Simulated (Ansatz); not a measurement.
## Band structure of AlN

```xyz
2
Lattice="0.0000 1.9780 1.9780 1.9780 0.0000 1.9780 1.9780 1.9780 0.0000" Properties=species:S:1:pos:R:3 pbc="T T T"
Al    0.0000    0.0000    0.0000
N     1.9780    1.9780    1.9780
```

Atom numbers follow the list: Al1, N2.

The cell comes from COD entry 1523095, which wasn't checked; take it as a given geometry.

Theory: DFT, PBE, all-electron LAPW, scalar-relativistic in Ansatz 0.2.0.

Sampling and basis: a Γ-centred 10×10×10 k mesh, Fermi–Dirac smearing of 0.02 eV, basis error target 1 meV/atom, no spin polarisation.

Points in fractions of the reciprocal vectors of this cell: Γ (0, 0, 0), X (0.5, 0, 0.5), U (0.625, 0.25, 0.625), K (0.375, 0.375, 0.75), L (0.5, 0.5, 0.5), W (0.5, 0.25, 0.75). The path joins them by straight lines in the order Γ–X–U–K–Γ–L–W–X; legs that retrace an earlier one aren't tabulated. Energies are in eV from the top of the valence band.

(1) Is there a gap, and where are the band edges?

(2) List the levels between -5 and 5 eV at the symmetry points.

Answers

(1) 5.19 eV, indirect from Γ to X (0.5, 0, 0.5).

(2) 
Γ: 0.00 (×3)
X: -2.97 (×2)
U: -2.46
K: -2.46
L: -1.20 (×2)
W: -4.08
